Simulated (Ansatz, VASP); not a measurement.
## ZnS: VASP beside Ansatz

```
CELL_PARAMETERS angstrom
0.00000 2.72182 2.72182
2.72182 0.00000 2.72182
2.72182 2.72182 0.00000
ATOMIC_POSITIONS crystal
Zn 0.00000 0.00000 0.00000
S 0.25000 0.25000 0.25000
```

Alike in both runs: functional PBE; k mesh 6 × 6 × 6; occupations methfessel-paxton of order 1, width 0.05 eV; no spin polarisation.

Ansatz relaxed the structure, and its values are those at the end. VASP's run is a single point on that final structure, the one shown.

```csv
,VASP,Ansatz
version,VASP 6.6.1,Ansatz 0.2.0
potentials or method,"VASP PAW PBE potentials, release 64 (Zn, S)",PAW plane waves
plane-wave cutoff (eV),520,420
valence electrons in the cell,18,18
```

Ansatz gave:

| Item | Value |
| --- | --- |
| gap on the k mesh at the Fermi level (eV) | 2.01 |
| pressure (GPa) | 0.0 |

Task: Which values does VASP return?

Result: gap on the k mesh at the Fermi level (eV): 2.02; pressure (GPa): 0.2.

As with any semilocal functional, this PBE gap is likely too small.
